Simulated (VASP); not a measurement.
P, 2 atoms in the cell. Symmetry: R-3m, No. 166, trigonal system. Conventional cell: a = 3.325 Å, b = 3.325 Å, c = 8.158 Å, α = 90.00°, β = 90.00°, γ = 120.00°. P (site symmetry 3m) is surrounded by 6 P at 2.27 to 2.44 Å. This isn't the form of P at room conditions, which is orthorhombic. The cell isn't the ideal one: a relaxed cell with its volume scaled by 0.94.

* Program: VASP 6.6.1
* Task: relaxation of shape and atoms at fixed volume
* Functional: PBEsol
* Dispersion: D3(BJ)
* Potentials or basis: VASP PAW PBE potentials, release 64 (P)
* Cutoff: 520 eV
* k mesh: 15 × 15 × 15
* Occupations: gaussian, width 0.02 eV
* Spin: no spin polarisation
* Further INCAR settings: ALGO = Fast; EDIFF = 1e-07; IBRION = 2; EDIFFG = -0.002; NSW = 80; ISIF = 4

Potentials or basis: VASP PAW PBE potentials, release 64 (P).

Launch:

```sh
$ cat potpaw_PBE.64/P/POTCAR > POTCAR
$ mpirun -np 1 vasp_std > vasp.out
```

Hardware: 1 thread of AMD EPYC 7R43 64-Core Processor (Zen 3), with other jobs on the host.

Task: How long does it take, and how much memory?

Result: Run time: 7.6 min on 1 thread of AMD EPYC 7R43 64-Core Processor (Zen 3), with other jobs on the host, peak memory 0.18 GiB. Counts: scf iterations 37, k points 344, ion steps 6.
